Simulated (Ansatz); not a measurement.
# Zr3Si: the cost of one run

Program: Ansatz 0.2.0. Level of theory: DFT PBE, scalar-relativistic, plane waves, PAW. These are calculated values, not measurements.

**1. Starting point**

Symmetry: P4/mmm, No. 123, tetragonal system. Conventional cell: a = 3.189 Å, b = 3.189 Å, c = 8.338 Å, α = 90.00°, β = 90.00°, γ = 90.00°. Zr (site symmetry 4mm) is surrounded by 4 Si at 3.00 Å and 8 Zr at 3.14 to 3.19 Å. Zr (site symmetry 4/mmm) is surrounded by 12 Zr at 3.14 to 3.19 Å. Around Si (site symmetry 4/mmm) lie 8 Zr at 3.00 Å.

Coordinates:

```xyz
4
Lattice="3.1890 0.0000 0.0000 0.0000 3.1890 0.0000 0.0000 0.0000 8.3384" Properties=species:S:1:pos:R:3 pbc="T T T"
Zr    1.5945    1.5945    6.3552
Zr    0.0000    0.0000    4.1692
Zr    1.5945    1.5945    1.9831
Si    0.0000    0.0000    0.0000
```

The cell is invented: species swapped into a database cell of Tm3Mg (P4/mmm, No. 123), with Zr on the Tm sites and Si on the Mg sites. Its size is a rough estimate.

**2. Probe: one point on a coarse mesh**

input.yaml

```yaml
crystal:
  lattice:
    - [3.18898481, 0.0, 0.0]
    - [0.0, 3.18898481, 0.0]
    - [0.0, 0.0, 8.33837493]
  atoms:
    - { symbol: Zr, position: [0.5, 0.5, 0.76216817] }
    - { symbol: Zr, position: [0.0, 0.0, 0.5] }
    - { symbol: Zr, position: [0.5, 0.5, 0.23783183] }
    - { symbol: Si, position: [0.0, 0.0, 0.0] }
basis:
  ecutwfc: 420
kpoints:
  mp_grid: { grid: [6, 6, 2] }
hamiltonian:
  xc: pbe
scf:
  occupations: { method: gaussian, width: 0.1 }
  lower_state_search: "off"
output:
  forces: true
  stress: true
  eigenvalues: true
```

Started as:

```
> ansatz run input.yaml --threads 1 --pin off --max-ram 2560MiB --backend cpu --events-out ev --progress --plain --runs-dir out
```

**Question.** How long does this run take on 1 thread of AMD EPYC (Zen 3), shared host, and how much memory does it need?

About 5.6 s, with a peak of 0.37 GiB.
